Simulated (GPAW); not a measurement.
Crystal: HgTe (Coloradoite).

```
Hg Te
1.0
     0.00000    3.21450    3.21450
     3.21450    0.00000    3.21450
     3.21450    3.21450    0.00000
Hg Te
1 1
Cartesian
  0.0000 0.0000 0.0000
  4.8217 4.8217 4.8217
```

```yaml
Program: GPAW 26.7.0
Task: relaxation of cell and atoms
Functional: PBE
Potentials_or_basis: GPAW PAW data sets (gpaw-data 1.2.1)
Cutoff: 600 eV
Basis: pw
k_mesh: 7 × 7 × 7
Occupations: fermi-dirac, width 0.05 eV
Spin: no spin polarisation
```

At the start: pressure 4.5 GPa; volume 33.22 Å³/atom.

**Question.** Where does the relaxation end?

**Answer.** Over 4 steps the energy falls by 45.2 meV/atom and the volume is 36.70 Å³/atom (+10.5 %); space group F-43m (No. 216, to 0.05 Å).

Step by step:
| step | energy change (eV) | largest force (eV/Å) | pressure (GPa) | volume (Å³) |
| --- | --- | --- | --- | --- |
| 1 | 0.0000 | 0.0000 | 4.51 | 66.43 |
| 2 | -0.0334 | 0.0000 | 3.44 | 67.78 |
| 3 | -0.0893 | 0.0000 | 0.40 | 72.67 |
| 4 | -0.0904 | 0.0000 | 0.05 | 73.39 |

Final structure:
```
Hg Te
1.0
     0.00000    3.32308    3.32308
     3.32308    0.00000    3.32308
     3.32308    3.32308    0.00000
Hg Te
1 1
Direct
  0.00000 0.00000 0.00000
  0.75000 0.75000 0.75000
```

Caveat: later steps reuse the first step's grids; the volume moved by +10 % from the deposited cell, more than functionals usually miss.
